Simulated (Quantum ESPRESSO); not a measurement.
**KBr in Quantum ESPRESSO: the effect of functional**

Crystal: KBr.

```xyz
2
Lattice="0.0000 3.3000 3.3000 3.3000 0.0000 3.3000 3.3000 3.3000 0.0000" Properties=species:S:1:pos:R:3 pbc="T T T"
Br    3.3000    3.3000    3.3000
K     0.0000    0.0000    0.0000
```

Alike in all runs:

```yaml
Program: Quantum ESPRESSO 7.5
Task: phonons
k_mesh: 4 × 4 × 4, shifted
Occupations: fermi-dirac, width 0.05 eV
Spin: no spin polarisation
```

Each run relaxes the cell or the atoms first.

| functional | potentials or basis | cutoff | relaxed volume (Å³/atom) | dielectric constant (mean) | highest phonon frequency (cm⁻¹) |
| --- | --- | --- | --- | --- | --- |
| LDA | PseudoDojo 0.4.1 SR LDA standard | 980 eV | ? | ? | ? |
| AM05 | PseudoDojo 0.4.1 SR PBE standard | 1007 eV | 37.12 | 2.51 | 97 |
| revPBE | PseudoDojo 0.4.1 SR PBE standard | 1007 eV | 40.76 | 2.36 | 84 |
| PW91 | PseudoDojo 0.4.1 SR PBE standard | 1007 eV | 37.56 | 2.50 | 98 |
| vdW-DF-cx | PseudoDojo 0.4.1 SR PBE standard | 1007 eV | 36.04 | 2.55 | 115 |

What does the run with functional LDA give?

Relaxed volume 32.31 Å³/atom; dielectric constant 2.76 mean; highest phonon frequency 130 cm⁻¹.

Caveats: the potentials were made for another functional, which shifts forces and pressure (some runs).

Runs at the PBE level aren't shown here.
